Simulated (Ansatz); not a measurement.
SnO: clamped-ion strain scan

Method: Ansatz, DFT PBEsol+D3(BJ), scalar-relativistic, plane waves, PAW. The runs took a 420 eV cutoff, a Γ-centred 8×6×6 mesh and Gaussian smearing (0.05 eV). No spin polarisation. Energies are free energies at this smearing, counted from the undisturbed cell; pressure is positive in compression.

Reference structure (as given, not relaxed at this level; it stands at -4.6 GPa; this form isn't the usual structure):

```xyz
4
Lattice="3.3550 0.0000 0.0000 0.0000 5.6741 0.0000 0.0000 0.0000 4.2220" Properties=species:S:1:pos:R:3 pbc="T T T"
Sn    0.0000    1.3159    2.1665
Sn    1.6775    4.3582    0.0555
O     0.0000    5.0570    3.1110
O     1.6775    0.6171    1.0000
```

The cell is strained by ε times the Voigt pattern (1, 1, 0, 0, 0, 0) (xx, yy, zz, yz, xz, xy; engineering shear) with fractional coordinates fixed.

```tsv
ε	ΔE (meV/atom)	stress summed along the pattern (GPa, tension positive)	pressure (GPa)	gap on the mesh (eV)
-0.0200	-15.1	?	-1.3	?
-0.0150	-13.1	4.24	-2.2	1.29
-0.0100	-9.9	6.13	-3.1	1.31
-0.0050	-5.5	7.92	-3.9	1.33
0.0000	0.0	9.64	-4.6	1.34
0.0050	6.6	11.27	-5.3	1.35
0.0100	14.2	12.82	-6.0	1.37
0.0150	22.8	?	?	1.38
0.0175	?	15.01	?	1.38
0.0200	32.4	15.70	-7.2	1.39
```

(1) Give the withheld values.

## Answers

(1) stress summed along the pattern (GPa, tension positive) at ε = -0.0200: 2.25; gap on the mesh (eV) at ε = -0.0200: 1.28; stress summed along the pattern (GPa, tension positive) at ε = 0.0150: 14.30; pressure (GPa) at ε = 0.0150: -6.6; ΔE (meV/atom) at ε = 0.0175: 27.5; pressure (GPa) at ε = 0.0175: -6.9.

Cost: 10 runs of about 3.5 core-minutes in all, on Intel Xeon Processor @ 2.50GHz (Skylake/Cascade Lake) (shared hosts).